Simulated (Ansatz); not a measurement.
LiF (Griceite):

```
CELL_PARAMETERS angstrom
0.00000 2.01400 2.01400
2.01400 0.00000 2.01400
2.01400 2.01400 0.00000
ATOMIC_POSITIONS crystal
F 0.50000 0.50000 0.50000
Li 0.00000 0.00000 0.00000
```

Base run:

```yaml
Program: Ansatz 0.2.0
Functional: PBEsol
Potentials_or_basis: Ansatz PAW
Cutoff: "420 eV (not typed: the program's choice for these potentials)"
k_mesh: 11 × 11 × 11
Occupations: fermi-dirac, width 0.05 eV
Spin: no spin polarisation
```

Its results: band gap on the k mesh 8.92 eV, direct; pressure -1.1 GPa.

Q: After a change of settings the same cell gave: band gap on the k mesh 10.06 eV, direct; pressure -2.1 GPa. Which change was it?
A. functional from PBEsol to PBE
B. functional from PBEsol to LDA
C. functional from PBEsol to r2SCAN; cutoff from 420 eV (not typed: the program's choice for these potentials) to 500 eV (not typed: the program's choice for these potentials)

A: C.

r2SCAN gives the wider gap, since meta-GGAs in the generalised Kohn-Sham scheme recover part of the derivative discontinuity.

Caveats: the PAW data sets come from PBE, with cores solved anew for the run's functional, which leaves a small shift of forces and pressure.
